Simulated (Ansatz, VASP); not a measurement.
**Sb: VASP beside Ansatz**

INCAR

```
SYSTEM = Sb
  PREC = Accurate
  ENCUT = 520
  EDIFF = 1E-6
  ISMEAR = -1
  SIGMA = 0.05
  LREAL = .False.
  LASPH = .True.
  NELM = 60
  ALGO = Normal
  ISIF = 2
  LWAVE = .False.
  LCHARG = .True.
  GGA = PS
  LELF = .True.
  LVHAR = .True.
  NBANDS = 8
```

KPOINTS

```
Automatic mesh
0
Gamma
  12 12 12
  0 0 0
```

Contents of POSCAR:

```
Sb
1.0
    0.0000000000      2.3126578636      2.3126578636
    2.3126578636      0.0000000000      2.3126578636
    2.3126578636      2.3126578636      0.0000000000
Sb
1
Direct
    0.0000000000      0.0000000000      0.0000000000
```

Input for Ansatz:

```yaml
crystal:
  lattice:
    - [0.0, 2.3126578636, 2.3126578636]
    - [2.3126578636, 0.0, 2.3126578636]
    - [2.3126578636, 2.3126578636, 0.0]
  atoms:
    - { symbol: Sb, position: [0.0, 0.0, 0.0] }
kpoints:
  mp_grid: { grid: [12, 12, 12] }
  band_path:
    path:
      - [0.0, 0.0, 0.0]
      - [0.5, 0.0, 0.5]
      - [0.625, 0.25, 0.625]
      - [0.375, 0.375, 0.75]
      - [0.0, 0.0, 0.0]
      - [0.5, 0.5, 0.5]
      - [0.5, 0.25, 0.75]
      - [0.5, 0.0, 0.5]
    npoints: 5
scf:
  occupations: { method: fermi_dirac, width: 0.05 }
hamiltonian:
  xc: pbesol
  pseudopotentials: { kind: all_electron, lapw: { basis_error: 0.001 } }
output:
  forces: true
  stress: true
  eigenvalues: true
```

Change from the starting cell: volume scaled by 1.01.

Alike in both runs: task single point; functional PBEsol; k mesh 12 × 12 × 12; occupations fermi-dirac, width 0.05 eV; no spin polarisation.

```csv
,VASP,Ansatz
version,VASP 6.6.1,Ansatz 0.2.0
potentials or method,"VASP PAW PBE potentials, release 64 (Sb)","all-electron LAPW, scalar-relativistic"
plane-wave cutoff (eV),520,see its input
```

```tsv
	VASP	Ansatz	Ansatz less VASP
pressure (GPa)	4.3	4.3	-0.01
```

Ansatz ran all-electron here, so the differences hold the error of VASP's frozen core and of both bases.

Caveats: the PAW data sets were made with another functional, which shifts forces and pressure a little (VASP). The runs have no spin-orbit coupling, so splittings on Sb are missing.
